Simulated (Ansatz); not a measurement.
## BN: symmetry broken, then relaxed

Computed with DFT LDA, scalar-relativistic, plane waves, PAW (Ansatz). The runs took a 420 eV cutoff, a Γ-centred 12×12×4 mesh and Gaussian smearing (0.05 eV). No spin polarisation. Energies are free energies at this smearing, counted from the undisturbed cell; pressure is positive in compression.

The undisturbed cell (relaxed at this level):

```
B N
1.0
     2.48892    0.00000    0.00000
    -1.24446    2.15547    0.00000
     0.00000    0.00000    6.49831
B N
2 2
Cartesian
  0.0000 1.4370 1.6246
  1.2445 0.7185 4.8737
  0.0000 1.4370 4.8737
  1.2445 0.7185 1.6246
```

The cell holds layers and no dispersion correction was added, so their binding is poorly described.

The atoms are displaced (Å, in the unstrained cell):

| atom | ux | uy | uz |
| --- | --- | --- | --- |
| B1 | -0.020 | -0.085 | -0.040 |
| B2 | -0.048 | 0.047 | 0.023 |
| N3 | -0.007 | 0.014 | -0.033 |
| N4 | 0.075 | 0.024 | 0.050 |

The cell is strained by (-0.0373, 0.0144, 0.0402, 0.0879, 0.1361, -0.0169) (xx, yy, zz, yz, xz, xy; engineering shear). Cell and atoms are then relaxed.

Question: Does the relaxation return to the undisturbed structure?

Answer: No. It ends 0.9 meV/atom above it, nearly level but in another symmetry or volume. The disturbance itself cost 275.3 meV/atom. The final space group reads C2/m (tolerance 0.05 Å) and the volume changes by 0.43 %.

Final structure:

```
CELL_PARAMETERS angstrom
2.47888 -0.00606 0.21648
-1.24421 2.15529 0.00276
0.60166 0.34099 6.63296
ATOMIC_POSITIONS crystal
B 0.17086 0.58545 0.24936
B 0.82914 0.41455 0.75064
N 0.49594 0.74795 0.75052
N 0.50406 0.25205 0.24948
```

The relaxation, step by step (energy from the first step; small jumps at an unchanged geometry come where the plane waves are selected anew for the new cell):

```csv
step,ΔE (meV/atom),largest force component (eV/Å),pressure (GPa)
1,0.0,7.821,17.37
2,-201.8,3.291,1.53
3,-260.3,1.185,-2.01
4,-273.6,0.017,0.43
5,-273.7,0.004,-0.02
6,-273.8,0.027,-0.34
7,-273.8,0.013,-0.22
8,-273.9,0.005,-0.06
9,-273.9,0.001,0.01
10,-274.3,0.003,0.01
11,-274.4,0.003,-0.04
12,-274.4,0.000,0.00
13,-274.3,0.000,-0.02
14,-274.4,0.000,-0.01
15,-274.4,0.000,-0.01
```

Cost: 3 runs of about 3.2 core-minutes in all, on Arm Neoverse V2 (shared hosts).